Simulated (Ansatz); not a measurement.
# BaO: the cost of one run

Program: Ansatz 0.2.0. Level of theory: DFT PBE, scalar-relativistic, plane waves, PAW. These are calculated values, not measurements.

### Step 1. The system as given

It takes space group Fm-3m (No. 225, cubic). The conventional cell has a = 5.500 Å, b = 5.500 Å, c = 5.500 Å, α = 90.00°, β = 90.00°, γ = 90.00°. Ba (site symmetry m-3m) has 6 O at 2.75 Å as nearest neighbours. O (site symmetry m-3m) is surrounded by 6 Ba at 2.75 Å.

As a file:

```xyz
2
Lattice="0.0000 2.7500 2.7500 2.7500 0.0000 2.7500 2.7500 2.7500 0.0000" Properties=species:S:1:pos:R:3 pbc="T T T"
Ba    0.0000    0.0000    0.0000
O     2.7500    2.7500    2.7500
```

The cell is taken as given, not relaxed at this level.

### Step 2. Zero of the scan

File input.yaml:

```yaml
crystal:
  lattice:
    - [0.0, 2.75, 2.75]
    - [2.75, 0.0, 2.75]
    - [2.75, 2.75, 0.0]
  atoms:
    - { symbol: Ba, position: [0.0, 0.0, 0.0] }
    - { symbol: O, position: [0.5, 0.5, 0.5] }
basis:
  ecutwfc: 420
kpoints:
  mp_grid: { grid: [8, 8, 8] }
hamiltonian:
  xc: pbe
scf:
  occupations: { method: gaussian, width: 0.05 }
output:
  forces: true
  stress: true
  eigenvalues: true
```

Run with:

```sh
$ ansatz run input.yaml --threads 2 --pin off --max-ram 2560MiB --backend cpu --events-out ev --progress --plain --runs-dir out
```

What time and memory should one allow on 2 threads of an Arm CPU, shared host?

About 1.3 s, with a peak of 0.29 GiB.
